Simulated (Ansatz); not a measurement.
**PdIn: changing the dispersion correction**

The cell as given:

The structure is cubic, space group Pm-3m (No. 221). Conventional cell: a = 3.272 Å, b = 3.272 Å, c = 3.272 Å, α = 90.00°, β = 90.00°, γ = 90.00°. In (site symmetry m-3m) is surrounded by 8 Pd at 2.83 Å. Pd (site symmetry m-3m) is surrounded by 8 In at 2.83 Å.

The cell comes from a database or a generator and needn't be the stable form of this composition.

Kept alike: task relaxation of cell and atoms; functional PBEsol; k mesh 8 × 8 × 8; occupations fermi-dirac, width 0.05 eV; no spin polarisation. Program: Ansatz, Ansatz PAW, cutoff 420 eV. The mesh is that of the run's cell of 2 atoms. No spin-orbit coupling.

| dispersion correction | volume (Å³/atom) |
| --- | --- |
| D3(BJ) | 16.503 |
| D3(BJ)-ATM | 16.621 |
| D4 | 16.811 |
| none | 17.113 |

The relaxations keep at least the cell's symmetry (Pm-3m). For a metal such a mesh leaves the last digits unconverged. Relaxations stop with a little pressure left, so the last digits of a volume or edge aren't settled. All rows use potentials made for PBE.

Q: What does the dispersion correction change here?

A: The volume runs from 16.503 (D3(BJ)) to 17.113 Å³/atom (none). Against no correction: D3(BJ) -3.6 %; D3(BJ)-ATM -2.9 %; D4 -1.8 %. Dispersion terms mostly attract and so lower the volume; the schemes' coefficients and damping set how far.
